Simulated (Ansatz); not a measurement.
A run of Ansatz 0.2.0 is set up as follows.

Contents of input.yaml:

```yaml
crystal:
  lattice:
    - [4.0896976867, 0.0, 0.0]
    - [-2.0448488433, 3.5417820905, 0.0]
    - [0.0, 0.0, 3.788167]
  atoms:
    - { symbol: Pb, position: [0.0, 0.0, 0.0] }
    - { symbol: S, position: [0.6666666667, 0.3333333333, 0.5] }
hamiltonian:
  xc: pbe
  pseudopotentials: { kind: paw }
kpoints:
  mp_grid: { grid: [8, 8, 7] }
scf:
  occupations: { method: gaussian, width: 0.027 }
output:
  forces: true
  stress: true
  eigenvalues: true
```

Potentials or basis: Ansatz PAW.

Command:

```bash
$ ansatz run input.yaml --threads 2 --pin off --max-ram 5632MiB --backend cpu --events-out ev --progress --plain --runs-dir out
```

Q: Predict the band gap on the k mesh.

A: 0.21 eV, indirect (least direct gap 1.64 eV).

Q: Estimate the pressure.

A: 0.1 GPa.

Caveat: odd divisions of the mesh miss points on the zone boundary, where band edges often lie, so the gap on the mesh can be too wide; spin-orbit coupling is left out, which as a rule narrows the gap of such compounds by several tenths of an eV. A k mesh can miss the band edges.
